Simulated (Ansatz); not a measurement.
Crystal: AlN.

```
Al N
1.0
     0.00000    2.03452    2.03452
     2.03452    0.00000    2.03452
     2.03452    2.03452    0.00000
Al N
1 1
Direct
  0.50000 0.50000 0.50000
  0.00000 0.00000 0.00000
```

Measurements of this composition are mostly on another form, of space group No. 186.

Base run:

```yaml
Program: Ansatz 0.2.0
Functional: PBE
Potentials_or_basis: Ansatz PAW
Cutoff: "420 eV (not typed: the program's choice for these potentials)"
k_mesh: 11 × 11 × 11
Occupations: fermi-dirac, width 0.05 eV
Spin: no spin polarisation
```

Its results: band gap on the k mesh 4.58 eV, indirect (least direct gap 5.40 eV); pressure 0.3 GPa.

Problem. After a change of settings the same cell gave: band gap on the k mesh 4.69 eV, indirect (least direct gap 5.41 eV); pressure 4.9 GPa. Which change was it?
A. functional from PBE to LDA
B. functional from PBE to RPBE
C. functional from PBE to PBEsol
D. functional from PBE to r2SCAN; cutoff from 420 eV (not typed: the program's choice for these potentials) to 500 eV (not typed: the program's choice for these potentials)

Solution. B.

RPBE binds less tightly than PBE, so the same cell stands under more pressure.

Caveats: odd divisions of the mesh miss points on the zone boundary, where band edges often lie, so the gap on the mesh can be too wide (some runs); the k mesh misses the band edges, so the gap on the mesh is wider than the one along the path (some runs); the PAW data sets come from PBE, with cores solved anew for the run's functional, which leaves a small shift of forces and pressure (some runs).
